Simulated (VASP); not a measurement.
Wanted: the native input for a VASP 6.6.1 run.

```
Task                   : single point
Functional             : PBEsol
Potentials or basis    : VASP PAW PBE potentials, release 64 (In_d, As)
Cutoff                 : 520 eV
k mesh                 : 14 × 14 × 14
Occupations            : gaussian, width 0.05 eV
Spin                   : no spin polarisation
Dipole correction      : no
Further INCAR settings : ALGO = Fast; EDIFF = 1e-06; NBANDS = 16
```

The structure of InAs lies in POSCAR:

```
InAs
1.0
    0.0000000000      2.8773040000      2.8773040000
    2.8773040000      0.0000000000      2.8773040000
    2.8773040000      2.8773040000      0.0000000000
In As
1 1
Direct
    0.5000000000      0.5000000000      0.5000000000
    0.0000000000      0.0000000000      0.0000000000
```

Measurements of this composition are mostly on another form, of space group No. 216.

These files were run (other wordings do the same):

INCAR

```
SYSTEM = InAs
PREC = Accurate
ENCUT = 520
EDIFF = 1E-6
ISMEAR = 0
SIGMA = 0.05
LREAL = .False.
LASPH = .True.
NELM = 100
ALGO = Fast
ISIF = 2
LWAVE = .False.
LCHARG = .False.
GGA = PS
NBANDS = 16
```

KPOINTS

```
regular mesh
0
Gamma
  14 14 14
  0 0 0
```

Potentials or basis: VASP PAW PBE potentials, release 64 (In_d, As).

Launch:

```bash
$ cat potpaw_PBE.64/In_d/POTCAR potpaw_PBE.64/As/POTCAR > POTCAR
$ mpirun -np 1 vasp_std > vasp.out
```

Results of the run:

```json
{
 "Pressure": "-3.4 GPa",
 "Band gap on the k mesh": "none (metal or under the smearing width)"
}
```

Caveat: the PAW data sets were made with another functional, which shifts forces and pressure a little.

Wall time 3.4 min on 1 thread of AMD EPYC 7571, with other jobs on the host, peak memory 0.19 GiB.
